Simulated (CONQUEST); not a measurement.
# BAs under changes of volume

One of the cells (13.626 Å³/atom); the others are scaled copies at fixed shape and fractional positions:

```
As B
1.0
     3.37785    0.00000    0.00000
     0.00000    3.37785    0.00000
     0.00000    0.00000    4.77700
As B
2 2
Direct
  0.00000 0.50000 0.25000
  0.50000 0.00000 0.75000
  0.00000 0.00000 0.00000
  0.50000 0.50000 0.50000
```

| Quantity | Value |
| --- | --- |
| Program | CONQUEST 1.3 |
| Functional | PBEsol |
| Potentials or basis | PseudoDojo NC PBEsol, DZP, grid of 32 × 32 × 48 points |
| k mesh | 8 × 8 × 6 |
| Occupations | fermi-dirac, width 0.05 eV |
| Spin | no spin polarisation |

```csv
volume (Å³/atom),energy over the lowest point (meV/atom),pressure (GPa),gap on the mesh (eV)
12.809,36.60,12.4,1.06
13.081,18.85,8.3,1.08
13.354,?,?,?
13.626,1.32,2.0,1.12
13.899,0.00,-0.4,1.14
14.171,2.84,-3.1,1.16
14.444,10.17,-5.5,1.18
```

Problem. What does the run at 13.354 Å³/atom give?

Solution. Energy over the lowest point 7.42 meV/atom; pressure 5.1 GPa; gap on the mesh 1.10 eV.

Worked out: A Birch-Murnaghan fit of order 3 (a polynomial in V^(-2/3)) to the other rows has its minimum at 13.84 Å³/atom with B0 = V·E''(V) = 134 GPa and B' = 4.4. It gives 7.36 meV/atom at 13.354 Å³/atom, against the run's 7.42, and -dE/dV = 5.2 GPa, against 5.1. A straight line through the other rows of the gap, of slope 0.998 eV per unit of ln V, gives 1.10 eV, against the run's 1.10.

Energies are extrapolated to zero smearing.

Caveats: the basis of atomic orbitals isn't converged, which shifts pressures, moduli and gaps; the real-space grid breaks the cell's symmetry a little (some runs).

A mesh can miss the band edges. Spin-orbit coupling on As is left out.
